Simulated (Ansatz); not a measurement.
RbBr: from Born charge to LO–TO splitting and polaron coupling

Computed with DFT LDA, scalar-relativistic, plane waves, PAW in Ansatz 0.2.0. Cutoff 420 eV, 6×6×6 k-points (Γ-centred), fixed occupations. No spin polarisation. Phonons by linear response, acoustic sum rule imposed.

Equilibrium structure at this level:
Space group Pm-3m (No. 221). a = 3.968 Å, b = 3.968 Å, c = 3.968 Å, α = 90.00°, β = 90.00°, γ = 90.00°
| atom | site | symmetry | x | y | z |
| --- | --- | --- | --- | --- | --- |
| Rb | 1a | m-3m | 0.0000 | 0.0000 | 0.0000 |
| Br | 1b | m-3m | 0.5000 | 0.5000 | 0.5000 |

Linear response gives ν_TO = 88.6 cm⁻¹, Born charges ±1.227 e (positive on Rb) and ε∞ = 3.165. The primitive cell holds 62.453 Å³, and the masses are 85.468 and 79.904 amu.

**Question.** Find ν_LO and the static dielectric constant.

**Answer.** The long-wave field adds a restoring force: ω_LO² − ω_TO² = Z*²e²/(ε_vac ε∞ μV). In these units ν_LO² − ν_TO² = 4.92064×10⁷ Z*²/(μ V ε∞) cm⁻², with μ = m₁m₂/(m₁ + m₂) = 41.296 amu: 9069 cm⁻². So ν_LO = √(88.6² + 9069) = 130.1 cm⁻¹, and the run gives 130.1. Lyddane–Sachs–Teller then gives ε0 = ε∞ (ν_LO/ν_TO)² = 6.82, against 6.82 in the run (it forms both from the same three quantities, so the match checks the arithmetic only). Between ν_TO and ν_LO the dielectric function is negative and an undamped crystal reflects fully: a reststrahlen band from 76.9 to 112.9 μm.

**Question.** What do the Clausius–Mossotti polarisability and the Szigeti charge come to?

**Answer.** With the Lorentz local field, α = (3V/4π)(ε∞ − 1)/(ε∞ + 2) = 6.25 Å³ for the pair, and e_S = 3Z*/(ε∞ + 2) = 0.71 e. The Born charge includes the electrons' response to the dipole's own local field, and e_S takes that enhancement out. The Lorentz field assumes point-like polarisable ions, a fair picture at this small ε∞.

**Question.** How strongly does a slow electron couple to the LO mode?

**Answer.** For one isotropic parabolic band, Fröhlich's constant is α_F = (1/ε∞ − 1/ε0) √(m* Ry/ħω_LO), with Ry = 13.606 eV, ħω_LO = 16.1 meV and m* in free-electron masses: α_F = 0.1694 × 29.05 × √m* = 4.92 √m*. The band mass isn't part of this run; for m* = 0.1, 0.3 and 1 it gives 1.56, 2.69, 4.92. In weak coupling the polaron lies α_F ħω_LO below the band edge (43 meV at m* = 0.3) with a mass m*(1 + α_F/6); past α_F of about 5 or 6 that expansion fails. A semilocal functional's ε∞ tends to be too large, which taken alone lowers α_F.

This CsCl-type form isn't the usual stable structure of the compound.